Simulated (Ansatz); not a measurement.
A run of Ansatz 0.2.0 is set up as follows.

input.yaml

```yaml
crystal:
  lattice:
    - [3.777, 0.0, 0.0]
    - [-1.8885, 3.2709779501, 0.0]
    - [0.0, 0.0, 6.498]
  atoms:
    - { symbol: Te, position: [0.3333333333, 0.6666666667, 0.7372] }
    - { symbol: Te, position: [0.6666666667, 0.3333333333, 0.2628] }
    - { symbol: Ti, position: [0.0, 0.0, 0.0] }
hamiltonian:
  xc: revpbe
  pseudopotentials: { kind: paw }
  dispersion: d3bj
kpoints:
  mp_grid: { grid: [8, 8, 4] }
scf:
  occupations: { method: fermi_dirac, width: 0.05 }
output:
  forces: true
  stress: true
  write_density: true
  write_potential: true
  elf: true
  volumetric_format: npy
relax:
  f_tol: 0.01
  max_steps: 40
  cell: { stress_tol: 0.05 }
```

Potentials or basis: Ansatz PAW.

Launch:

```console
$ ansatz run input.yaml --threads 2 --pin off --max-ram 5632MiB --backend cpu --events-out ev --progress --plain --runs-dir out
```

Task: What does it give for the space group after relaxing (to 0.05 Å)?

Result: P-3m1 (No. 164).

Task: Estimate the relaxed cell.

Result: a = 3.665 Å, b = 3.665 Å, c = 6.245 Å, α = 90.00°, β = 90.00°, γ = 120.00°.

Task: Predict the relaxed volume.

Result: 24.22 Å³/atom.

Task: Predict the band gap on the k mesh.

Result: None (metal or under the smearing width).

Final structure:
```
Te Ti
1.0
     3.66535    0.00000    0.00000
    -1.83267    3.17428    0.00000
     0.00000    0.00000    6.24504
Te Ti
2 1
Cartesian
  0.0000 2.1162 4.5131
  1.8327 1.0581 1.7319
  0.0000 0.0000 0.0000
```

Caveat: the PAW data sets come from PBE, with cores solved anew for the run's functional, which leaves a small shift of forces and pressure. The run has no spin-orbit coupling, so splittings on Te are missing.
